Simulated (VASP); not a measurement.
The system is NiO.

```xyz
2
Lattice="0.0000 2.0859 2.0859 2.0859 0.0000 2.0859 2.0859 2.0859 0.0000" Properties=species:S:1:pos:R:3 pbc="T T T"
Ni    0.0000    0.0000    0.0000
O     2.0859    2.0859    2.0859
```

```yaml
Program: VASP 6.6.1
Task: single point
Functional: PBEsol
Potentials_or_basis: VASP PAW PBE potentials, release 64 (Ni, O)
Cutoff: 520 eV
k_mesh: 11 × 11 × 11
Occupations: fermi-dirac, width 0.05 eV
Spin: collinear spin, ferromagnetic start
Starting_moments: "[1.0, 0.0] μB"
```

On this cell: pressure -7.6 GPa; largest force zero by symmetry; net moment 1.34 μB per cell; site moments Ni +1.12; O +0.19 μB; band gap on the k mesh none (metal or under the smearing width).

The same run follows on a disturbed copy (atoms moved at random, drawn with an rms of 0.05 Å):

```xyz
2
Lattice="0.0000 2.0859 2.0859 2.0859 0.0000 2.0859 2.0859 2.0859 0.0000" Properties=species:S:1:pos:R:3 pbc="T T T"
Ni    0.0058    0.0399   -0.0357
O     2.0634    2.0840    2.0780
```

What changes?

The energy (extrapolated to zero smearing) moves by +2.8 meV/atom; pressure -7.2 GPa; largest force 0.189 eV/Å; net moment 1.36 μB per cell; site moments Ni +1.13; O +0.20 μB; band gap on the k mesh none (metal or under the smearing width).

Forces on the atoms (eV/Å):
```
Ni  -0.093 -0.138  0.091
O    0.093  0.138 -0.091
```

Stress tensor (GPa, compression positive):
```
-7.25  0.01 -0.01
 0.01 -6.95 -0.01
-0.01 -0.01 -7.26
```

Caveats: the PAW data sets were made with another functional, which shifts forces and pressure a little; a cell with one magnetic atom can't hold antiferromagnetic order, which such compounds often take; semilocal functionals often make such compounds metallic where correlation or magnetic order opens a gap, which also shifts bond lengths.
